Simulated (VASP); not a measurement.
Wanted: the native input for a VASP 6.6.1 run.

* Task: relaxation of cell and atoms
* Functional: PBEsol
* Potentials or basis: VASP PAW PBE potentials, release 64 (Lu)
* Cutoff: 600 eV
* k mesh: 15 × 15 × 8
* Occupations: gaussian, width 0.1 eV
* Spin: no spin polarisation
* Further INCAR settings: ALGO = Normal; EDIFF = 1e-07; IBRION = 2; EDIFFG = -0.005; NSW = 90; ISIF = 3

The structure of Lu lies in POSCAR:

```
Lu
1.0
    3.5180521700      0.0000000000      0.0000000000
   -1.7590260900      3.0467225500      0.0000000000
    0.0000000000      0.0000000000      5.4460843400
Lu
2
Direct
    0.3333333300      0.6666666700      0.2500000000
    0.6666666700      0.3333333300      0.7500000000
```

The input as run:

INCAR

```
SYSTEM = Lu
PREC = Accurate
ENCUT = 600
EDIFF = 1E-7
ISMEAR = 0
SIGMA = 0.1
LREAL = .FALSE.
LASPH = .TRUE.
NELM = 80
ALGO = Normal
ISIF = 3
LWAVE = .FALSE.
LCHARG = .FALSE.
GGA = PS
IBRION = 2
NSW = 90
EDIFFG = -0.005
```

KPOINTS

```
regular mesh
0
G
  15 15 8
  0 0 0
```

Potentials or basis: VASP PAW PBE potentials, release 64 (Lu).

Run with:

```console
$ cat potpaw_PBE.64/Lu/POTCAR > POTCAR
$ mpirun -np 1 vasp_std > vasp.out
```

It gave:

The relaxed volume is 27.60 Å³/atom. The relaxed cell is a = 3.450 Å, b = 3.450 Å, c = 5.356 Å, α = 90.00°, β = 90.00°, γ = 120.00°. The space group after relaxing (to 0.05 Å) is P6_3/mmc (No. 194), the energy gained by relaxing is 13.4 meV/atom and the ionic steps are 10. The pressure after relaxing is 0.0 GPa and the band gap on the k mesh is none (metal or under the smearing width).

Caveat: the PAW data sets were made with another functional, which shifts forces and pressure a little.

Run time: 15 min on 1 thread of Intel(R) Xeon(R) 6975P-C (Granite Rapids), with other jobs on the host, peak memory 0.39 GiB.
